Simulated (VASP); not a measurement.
# Vibrations of BP: a test of the settings

How far do the zone-centre frequencies of BP depend on the numerical settings? The starting structure is a measured crystal structure from the Crystallography Open Database.

Calculated with VASP 6.6.1; Kohn-Sham DFT with plane waves and PAW; LDA.

### 1. The structure

The structure is cubic, space group F-43m (No. 216). Conventional cell: a = 4.538 Å, b = 4.538 Å, c = 4.538 Å, α = 90.00°, β = 90.00°, γ = 90.00°. Nearest to P lie 4 B at 1.97 Å. Nearest to B lie 4 P at 1.97 Å. Farther neighbours are not listed.

### 2. Reference modes

The cell comes from a relaxation at this level, not shown (22.63 Å³).

INCAR

```
SYSTEM = BP
PREC = Accurate
ENCUT = 450
EDIFF = 1E-08
NELM = 100
ISMEAR = 0
SIGMA = 0.03
LREAL = .FALSE.
ALGO = Normal
GGA = CA
NBANDS = 10
LORBIT = 11
LWAVE = .FALSE.
LCHARG = .FALSE.
KPAR = 4
IBRION = 8
LEPSILON = .TRUE.
ISIF = 2
```

POSCAR

```
BP
1.0
    0.0000000000      2.2449390464      2.2449390464
    2.2449390464      0.0000000000      2.2449390464
    2.2449390464      2.2449390464      0.0000000000
P B
1 1
Direct
    0.7500000000      0.7500000000      0.7500000000
    0.0000000000      0.0000000000      0.0000000000
```

KPOINTS

```
Automatic mesh
0
Gamma
12 12 12
0 0 0
```

The projector-augmented-wave data sets are P and B (LDA family, release 64).

Launch:

```sh
mpirun -np 4 vasp_std
```

Output:

```text
[banner, memory and clock lines left out]
running    4 mpi-ranks, on    1 nodes
 distrk:  each k-point on    1 cores,    4 groups
 distr:  one band on    1 cores,    1 groups

 POSCAR found type information on POSCAR P B
 POSCAR found :  2 types and       2 ions
 LDA part: xc-table for (Slater(with rela. corr.)+CA(PZ))
 , standard interpolation
 POSCAR, INCAR and KPOINTS ok, starting setup
 FFT: planning ... GRIDC
 FFT: planning ... GRID_SOFT
 FFT: planning ... GRID
 WAVECAR not read
 entering main loop
       N       E                     dE             d eps       ncg     rms          rms(c)
DAV:   1     0.505969978898E+01    0.50597E+01   -0.37438E+03  1440   0.645E+02
DAV:   2    -0.148265809871E+02   -0.19886E+02   -0.18880E+02  2084   0.105E+02
DAV:   3    -0.152981801748E+02   -0.47160E+00   -0.47063E+00  1750   0.146E+01
DAV:   4    -0.153000294729E+02   -0.18493E-02   -0.18491E-02  1812   0.103E+00
DAV:   5    -0.153000371356E+02   -0.76628E-05   -0.76632E-05  1700   0.618E-02    0.769E+00
DAV:   6    -0.145350009224E+02    0.76504E+00   -0.17795E+00  1580   0.624E+00    0.407E+00
DAV:   7    -0.144121712408E+02    0.12283E+00   -0.29441E-01  1854   0.290E+00    0.130E+00
DAV:   8    -0.143991142569E+02    0.13057E-01   -0.35110E-02  1716   0.104E+00    0.246E-01
DAV:   9    -0.143991431206E+02   -0.28864E-04   -0.73407E-04  1634   0.204E-01    0.162E-01
DAV:  10    -0.143991390827E+02    0.40378E-05   -0.14115E-04  1614   0.709E-02    0.346E-02
DAV:  11    -0.143991409683E+02   -0.18856E-05   -0.58338E-06  1840   0.134E-02    0.375E-02
DAV:  12    -0.143991406566E+02    0.31174E-06   -0.18848E-06  1662   0.621E-03    0.857E-03
DAV:  13    -0.143991406637E+02   -0.71467E-08   -0.63650E-08  1738   0.167E-03
   1 F= -.14399141E+02 E0= -.14399141E+02  d E =-.462148E-21
 Linear response reoptimize wavefunctions to high precision
DAV:   1    -0.143991406604E+02    0.33679E-08   -0.12575E-08  1628   0.521E-04
DAV:   2    -0.143991406604E+02   -0.48203E-10   -0.24758E-10   842   0.128E-04
 Linear response G [H, r] |phi>, progress :
  Direction:   1
       N       E                     dE             d eps       ncg     rms
RMM:   1    -0.441752031985E+02   -0.44175E+02   -0.93008E+01  3627   0.439E+01
RMM:   2    -0.330357445124E+02    0.11139E+02   -0.27757E+00  2342   0.110E+01
RMM:   3    -0.330114543590E+02    0.24290E-01   -0.37061E-02  2469   0.115E+00
RMM:   4    -0.330111230407E+02    0.33132E-03   -0.24105E-03  2546   0.141E-01
RMM:   5    -0.330109368082E+02    0.18623E-03   -0.18025E-04  2554   0.181E-02
RMM:   6    -0.330109231700E+02    0.13638E-04   -0.34487E-05  2625   0.271E-03
RMM:   7    -0.330109201338E+02    0.30362E-05   -0.27124E-06  2530   0.482E-04
RMM:   8    -0.330109201267E+02    0.70653E-08    0.68731E-06  2184   0.157E-04
RMM:   9    -0.330109200688E+02    0.57965E-07    0.24949E-06  1813   0.120E-04
RMM:  10    -0.330109201601E+02   -0.91301E-07    0.19768E-05  1670   0.119E-04
RMM:  11    -0.330109202316E+02   -0.71547E-07   -0.68579E-06  1474   0.119E-04
RMM:  12    -0.330109201191E+02    0.11248E-06   -0.15904E-05  1260   0.119E-04
 Linear response G [H, r] |phi>, progress :
  Direction:   2
       N       E                     dE             d eps       ncg     rms
RMM:   1    -0.403129876502E+02   -0.40313E+02   -0.85084E+01  3619   0.418E+01
RMM:   2    -0.337709508845E+02    0.65420E+01   -0.17974E+00  2323   0.936E+00
RMM:   3    -0.337688828564E+02    0.20680E-02   -0.21925E-02  2456   0.949E-01
RMM:   4    -0.337689852498E+02   -0.10239E-03   -0.23621E-03  2543   0.119E-01
RMM:   5    -0.337687931477E+02    0.19210E-03   -0.17780E-04  2552   0.153E-02
RMM:   6    -0.337687791565E+02    0.13991E-04   -0.30704E-05  2621   0.228E-03
RMM:   7    -0.337687760501E+02    0.31064E-05    0.38376E-06  2522   0.375E-04
RMM:   8    -0.337687766128E+02   -0.56271E-06    0.10267E-05  2167   0.104E-04
RMM:   9    -0.337687765626E+02    0.50276E-07    0.11234E-06  1890   0.745E-05
RMM:  10    -0.337687766245E+02   -0.61909E-07    0.22508E-06  1772   0.745E-05
RMM:  11    -0.337687766329E+02   -0.84485E-08    0.60113E-07  1480   0.740E-05
RMM:  12    -0.337687766450E+02   -0.12108E-07    0.11350E-06  1227   0.747E-05
 Linear response G [H, r] |phi>, progress :
  Direction:   3
       N       E                     dE             d eps       ncg     rms
RMM:   2    -0.203033955045E+02    0.46966E+01   -0.22898E+00  2312   0.974E+00
RMM:   3    -0.202731551742E+02    0.30240E-01   -0.40994E-02  2440   0.108E+00
RMM:   4    -0.202723735710E+02    0.78160E-03   -0.37453E-04  2516   0.134E-01
RMM:   5    -0.202723724046E+02    0.11664E-05   -0.12108E-05  2527   0.182E-02
RMM:   6    -0.202723723490E+02    0.55559E-07   -0.68586E-06  2563   0.277E-03
RMM:   7    -0.202723723468E+02    0.21885E-08    0.65972E-07  2437   0.519E-04
RMM:   8    -0.202723723700E+02   -0.23189E-07   -0.12828E-06  2153   0.173E-04
RMM:   9    -0.202723725573E+02   -0.18730E-06   -0.12051E-07  1806   0.130E-04
RMM:  10    -0.202723723883E+02    0.16901E-06    0.78226E-06  1596   0.129E-04
RMM:  11    -0.202723725105E+02   -0.12216E-06   -0.46042E-05  1360   0.128E-04
RMM:  12    -0.202723725146E+02   -0.41007E-08   -0.27923E-05  1128   0.128E-04
 Linear response to external field (no local field effect), progress :
  Direction:   1
[...]
Direction:   1
       N       E                     dE             d eps       ncg     rms          rms(c)
RMM:   1    -0.521995390387E+00   -0.52200E+00   -0.23442E+00 12700   0.293E+00
RMM:   2    -0.541456226035E+00   -0.19461E-01   -0.51852E-03  9114   0.439E-01    0.121E+00
RMM:   3    -0.525879787822E+00    0.15576E-01   -0.64429E-03  9329   0.462E-01    0.677E-01
RMM:   4    -0.538145427754E+00   -0.12266E-01   -0.61160E-03  9259   0.462E-01    0.111E-01
RMM:   5    -0.542163358462E+00   -0.40179E-02   -0.14902E-04  9348   0.807E-02    0.170E-02
RMM:   6    -0.542228742444E+00   -0.65384E-04   -0.12348E-06  9703   0.984E-03    0.855E-03
RMM:   7    -0.542300191180E+00   -0.71449E-04   -0.14392E-07  9671   0.278E-03    0.346E-04
RMM:   8    -0.542307037989E+00   -0.68468E-05   -0.78357E-09 10174   0.333E-04    0.177E-04
RMM:   9    -0.542307359856E+00   -0.32187E-06   -0.37031E-09  9883   0.200E-04    0.406E-05
RMM:  10    -0.542307124265E+00    0.23559E-06   -0.81095E-09  5990   0.349E-05    0.596E-06
 change of polarisation eV/A/(eV/A) component  1 :     1.027     0.264     0.166
 dielectric tensor                  component  1 :     9.215     2.107     1.328
 Linear response to external field, progress :
  Direction:   2
       N       E                     dE             d eps       ncg     rms          rms(c)
RMM:   1    -0.522027909718E+00   -0.52203E+00   -0.23445E+00 12700   0.293E+00
RMM:   2    -0.541454888748E+00   -0.19427E-01   -0.52059E-03  9118   0.439E-01    0.121E+00
RMM:   3    -0.525879241773E+00    0.15576E-01   -0.64505E-03  9328   0.462E-01    0.677E-01
RMM:   4    -0.538144980473E+00   -0.12266E-01   -0.61194E-03  9258   0.462E-01    0.111E-01
RMM:   5    -0.542163449794E+00   -0.40185E-02   -0.14892E-04  9352   0.807E-02    0.170E-02
RMM:   6    -0.542229058788E+00   -0.65609E-04   -0.12015E-06  9708   0.984E-03    0.855E-03
RMM:   7    -0.542300435592E+00   -0.71377E-04   -0.13593E-07  9670   0.278E-03    0.346E-04
RMM:   8    -0.542307288293E+00   -0.68527E-05    0.43786E-10 10189   0.333E-04    0.177E-04
RMM:   9    -0.542307605613E+00   -0.31732E-06    0.38619E-09  9876   0.200E-04    0.407E-05
RMM:  10    -0.542307372872E+00    0.23274E-06   -0.93677E-09  5999   0.349E-05    0.612E-06
 change of polarisation eV/A/(eV/A) component  2 :     0.209     1.027     0.173
 dielectric tensor                  component  2 :     1.672     9.215     1.387
 Linear response to external field, progress :
  Direction:   3
       N       E                     dE             d eps       ncg     rms          rms(c)
RMM:   2    -0.541455240377E+00   -0.19455E-01   -0.52044E-03  9114   0.439E-01    0.121E+00
RMM:   3    -0.525879344647E+00    0.15576E-01   -0.64474E-03  9328   0.462E-01    0.677E-01
RMM:   4    -0.538145090093E+00   -0.12266E-01   -0.61168E-03  9257   0.462E-01    0.111E-01
RMM:   5    -0.542163516965E+00   -0.40184E-02   -0.14890E-04  9352   0.807E-02    0.170E-02
RMM:   6    -0.542229044335E+00   -0.65527E-04   -0.12074E-06  9704   0.984E-03    0.855E-03
RMM:   7    -0.542300444993E+00   -0.71401E-04   -0.14340E-07  9662   0.278E-03    0.346E-04
RMM:   8    -0.542307300880E+00   -0.68559E-05   -0.68330E-09 10200   0.334E-04    0.177E-04
RMM:   9    -0.542307617627E+00   -0.31675E-06   -0.34052E-09  9864   0.200E-04    0.407E-05
RMM:  10    -0.542307385427E+00    0.23220E-06   -0.72140E-09  6006   0.352E-05    0.610E-06
 change of polarisation eV/A/(eV/A) component  3 :     0.174     0.256     1.027
 dielectric tensor                  component  3 :     1.388     2.048     9.215
 Linear response DOF=           2
 Linear response progress:
  Degree of freedom:   1/  2
       N       E                     dE             d eps       ncg     rms          rms(c)
RMM:   1    -0.438089345091E-01   -0.43809E-01    0.28214E-04 12935   0.143E+00
RMM:   2    -0.410230291240E-01    0.27859E-02   -0.19585E-03  8700   0.219E-01    0.151E-01
RMM:   3    -0.409446976679E-01    0.78331E-04   -0.13165E-04  9248   0.370E-02    0.857E-02
RMM:   4    -0.412187132460E-01   -0.27402E-03   -0.74283E-05  9138   0.359E-02    0.790E-03
RMM:   5    -0.411849281490E-01    0.33785E-04   -0.13833E-05  9578   0.605E-03    0.384E-03
RMM:   6    -0.411788177609E-01    0.61104E-05   -0.15877E-06  9552   0.813E-04    0.242E-03
RMM:   7    -0.411785276036E-01    0.29016E-06   -0.12139E-07  9679   0.414E-04    0.120E-04
RMM:   8    -0.411780602697E-01    0.46733E-06   -0.12380E-07  9812   0.715E-05    0.518E-05
RMM:   9    -0.411779662644E-01    0.94005E-07    0.40915E-08 10004   0.256E-05    0.422E-06
RMM:  10    -0.411779939405E-01   -0.27676E-07   -0.10243E-07 10173   0.948E-06    0.539E-06
RMM:  11    -0.411779920927E-01    0.18478E-08   -0.20641E-07  8741   0.713E-06    0.304E-07
RMM:  12    -0.411779924021E-01   -0.30939E-09   -0.22294E-07  4922   0.588E-06    0.115E-07
RMM:  13    -0.411779932312E-01   -0.82912E-09   -0.22848E-07  3542   0.586E-06    0.126E-08
 first order change of Fermi-energy   0.13683E-03
 force on displaced ion       1 direction 1 : -19.792   0.000   0.000
 Born effective charge ion    1 direction 1 :   0.623   0.000   0.000
 Linear response progress:
  Degree of freedom:   2/  2
       N       E                     dE             d eps       ncg     rms          rms(c)
RMM:   1    -0.466346774123E-01   -0.46635E-01   -0.87970E-03 13739   0.115E+00
RMM:   2    -0.427336838465E-01    0.39010E-02   -0.70451E-04  8832   0.240E-01    0.154E-01
RMM:   3    -0.427099571102E-01    0.23727E-04   -0.98558E-05  9081   0.941E-02    0.805E-02
RMM:   4    -0.431246359140E-01   -0.41468E-03   -0.13581E-04  8885   0.887E-02    0.972E-03
RMM:   5    -0.431086652608E-01    0.15971E-04    0.41027E-06  9479   0.110E-02    0.123E-03
RMM:   6    -0.431110481642E-01   -0.23829E-05    0.41857E-07  9463   0.135E-03    0.445E-04
RMM:   7    -0.431096215031E-01    0.14267E-05    0.30313E-07  9707   0.356E-04    0.111E-04
RMM:   8    -0.431098655936E-01   -0.24409E-06    0.54318E-08  9922   0.639E-05    0.321E-05
RMM:   9    -0.431098477401E-01    0.17854E-07   -0.18497E-08 10007   0.239E-05    0.346E-06
RMM:  10    -0.431098678223E-01   -0.20082E-07    0.10779E-07 10065   0.798E-06    0.143E-06
RMM:  11    -0.431098582970E-01    0.95253E-08    0.22242E-08  8904   0.482E-06    0.205E-07
 first order change of Fermi-energy  -0.22087E-04
 force on displaced ion       2 direction 1 : -19.790   0.000   0.000
 Born effective charge ion    2 direction 1 :  -0.627   0.000   0.000
 Born effective charges drift removed
 Linear response finished
```

Run time: 2.9 min. Hardware: 4 MPI ranks of AMD EPYC 7R43, shared host; peak memory 0.84 GiB; 11 min of CPU time.

Lines that name or quote the potential files are left out of all logs, and their timing lines are given in words.

OUTCAR, selected parts (step 2):

```text
ion  position               nearest neighbor table
   1  0.750  0.750  0.750-   2 1.94   2 1.94   2 1.94   2 1.94
   2  0.000  0.000  0.000-   1 1.94   1 1.94   1 1.94   1 1.94

  LATTYP: Found a face centered cubic cell.
 ALAT       =     4.4898780928

 Subroutine GETGRP returns: Found 24 space group operations
 (whereof 24 operations were pure point group operations)

The static configuration has the point symmetry T_d .

 Found     72 irreducible k-points:

   k-points           NKPTS =     72   k-points in BZ     NKDIM =     72   number of bands    NBANDS=     10

   dimension x,y,z NGX =    24 NGY =   24 NGZ =   24
   dimension x,y,z NGXF=    48 NGYF=   48 NGZF=   48

   ENCUT  =  450.0 eV  33.07 Ry    5.75 a.u.   5.49  5.49  5.49*2*pi/ulx,y,z

   NELECT =       8.0000    total number of electrons

 k-points in reciprocal lattice and weights: Automatic mesh
   0.00000000  0.00000000  0.00000000       0.001
   0.08333333  0.00000000  0.00000000       0.005
   0.16666667  0.00000000  0.00000000       0.005
   0.25000000  0.00000000  0.00000000       0.005
   0.33333333  0.00000000  0.00000000       0.005
   0.41666667  0.00000000  0.00000000       0.005
   0.50000000  0.00000000  0.00000000       0.002
   0.08333333  0.08333333  0.00000000       0.003
   0.16666667  0.08333333  0.00000000       0.014
[...]
-0.33333333  0.50000000  0.16666667       0.007
  -0.25000000  0.50000000  0.25000000       0.003

 average (electrostatic) potential at core
       1 -81.8954       2 -29.5437

  Total       -0.0018556     -0.0018556     -0.0018556      0.0000000      0.0000000     -0.0000000
  in kB       -0.1313841     -0.1313841     -0.1313841      0.0000000      0.0000000     -0.0000000
  external PRESSURE =      -0.1313841 kB  Pullay stress =       0.0000000 kB

  energy-cutoff  :      450.00
  volume of cell :       22.63
      direct lattice vectors                 reciprocal lattice vectors
     0.000000000  2.244939046  2.244939046    -0.222723196  0.222723196  0.222723196
     2.244939046  0.000000000  2.244939046     0.222723196 -0.222723196  0.222723196
     2.244939046  2.244939046  0.000000000     0.222723196  0.222723196 -0.222723196

 POSITION                                       TOTAL-FORCE (eV/Angst)
 -----------------------------------------------------------------------------------
      3.36741      3.36741      3.36741         0.000000      0.000000     -0.000000
      0.00000      0.00000      0.00000        -0.000000     -0.000000      0.000000
 -----------------------------------------------------------------------------------
    total drift:                               -0.000000     -0.000000     -0.000000

 MACROSCOPIC STATIC DIELECTRIC TENSOR (including local field effects in DFT)
 ------------------------------------------------------
           9.215282     0.000000     0.000000
           0.000000     9.215282     0.000000
          -0.000000    -0.000000     9.215282
 ------------------------------------------------------

 PIEZOELECTRIC TENSOR (including local field effects)  for field in x, y, z        (C/m^2)
          XX          YY          ZZ          XY          YZ          ZX
  --------------------------------------------------------------------------------
  x    -0.00000     0.00000    -0.00000     0.00000    -0.16841     0.00000
  y     0.00000     0.00000     0.00000     0.00000     0.00000    -0.16841
  z    -0.00000     0.00000     0.00000    -0.16841     0.00000     0.00000

 BORN EFFECTIVE CHARGES (including local field effects) (in |e|, cummulative output)
 ---------------------------------------------------------------------------------
 ion    1
    1     0.62340    -0.00000    -0.00000
    2     0.00000     0.62340     0.00000
    3    -0.00000     0.00000     0.62340
 ion    2
    1    -0.62340     0.00000     0.00000
    2    -0.00000    -0.62340    -0.00000
    3     0.00000    -0.00000    -0.62340

 Eigenvectors and eigenvalues of the dynamical matrix
 ----------------------------------------------------

   1 f  =   24.567393 THz   154.361486 2PiTHz  819.480038 cm-1   101.602530 meV
             X         Y         Z           dx          dy          dz
      3.367409  3.367409  3.367409     0.000000    0.000000   -0.508666
      0.000000  0.000000  0.000000     0.000000    0.000000    0.860964

   2 f  =   24.567393 THz   154.361486 2PiTHz  819.480038 cm-1   101.602530 meV
             X         Y         Z           dx          dy          dz
      3.367409  3.367409  3.367409    -0.000000    0.508666    0.000000
      0.000000  0.000000  0.000000     0.000000   -0.860964    0.000000

   3 f  =   24.567393 THz   154.361486 2PiTHz  819.480038 cm-1   101.602530 meV
             X         Y         Z           dx          dy          dz
      3.367409  3.367409  3.367409     0.508666    0.000000   -0.000000
      0.000000  0.000000  0.000000    -0.860964   -0.000000   -0.000000

   4 f/i=    0.000345 THz     0.002168 2PiTHz    0.011511 cm-1     0.001427 meV
             X         Y         Z           dx          dy          dz
      3.367409  3.367409  3.367409    -0.031852    0.681651   -0.524972
      0.000000  0.000000  0.000000    -0.018819    0.402727   -0.310159

   5 f/i=    0.000345 THz     0.002168 2PiTHz    0.011511 cm-1     0.001427 meV
             X         Y         Z           dx          dy          dz
      3.367409  3.367409  3.367409     0.860341    0.020612   -0.025437
      0.000000  0.000000  0.000000     0.508298    0.012178   -0.015029

   6 f/i=    0.000345 THz     0.002168 2PiTHz    0.011511 cm-1     0.001427 meV
             X         Y         Z           dx          dy          dz
      3.367409  3.367409  3.367409    -0.007571   -0.525533   -0.681921
      0.000000  0.000000  0.000000    -0.004473   -0.310490   -0.402886

 MACROSCOPIC STATIC DIELECTRIC TENSOR IONIC CONTRIBUTION
 ------------------------------------------------------
           0.157035    -0.000000    -0.000000
          -0.000000     0.157035     0.000000
          -0.000000     0.000000     0.157035
 ------------------------------------------------------

 ELASTIC MODULI CONTR FROM IONIC RELAXATION (kBar)
 Direction    XX          YY          ZZ          XY          YZ          ZX
 --------------------------------------------------------------------------------
 XX          -0.0000     -0.0000      0.0000      0.0000     -0.0000     -0.0000
 YY          -0.0000     -0.0000     -0.0000      0.0000      0.0000     -0.0000
 ZZ           0.0000     -0.0000     -0.0000     -0.0000      0.0000     -0.0000
 XY           0.0000      0.0000     -0.0000   -217.3541      0.0000      0.0000
 YZ          -0.0000      0.0000      0.0000      0.0000   -217.3541      0.0000
 ZX          -0.0000     -0.0000     -0.0000      0.0000      0.0000   -217.3541
 --------------------------------------------------------------------------------

 PIEZOELECTRIC TENSOR IONIC CONTR  for field in x, y, z        (C/m^2)
          XX          YY          ZZ          XY          YZ          ZX
  --------------------------------------------------------------------------------
  x     0.00000    -0.00000    -0.00000    -0.00000     0.17384    -0.00000
  y     0.00000     0.00000     0.00000     0.00000     0.00000     0.17384
  z    -0.00000    -0.00000     0.00000     0.17384    -0.00000     0.00000
```

Energies printed during the response cycles are not total energies of the cell.

Reference: the zone-centre mode is T2 819.5 cm⁻¹.

(Continued in part 2 of 2.)

[Lines on the potential files, build, host, timing and source positions are cut from VASP's logs without a mark.]

[Logs are printed without paths, hosts, clocks, repeated set-up lines and the standing remarks that a program may print on its own settings, such as how far it seeks lower states.]

[Hosts, paths, dates, database ids (printed as entryN), source tags and the programs' standing remarks are cut or masked in the printed files.]
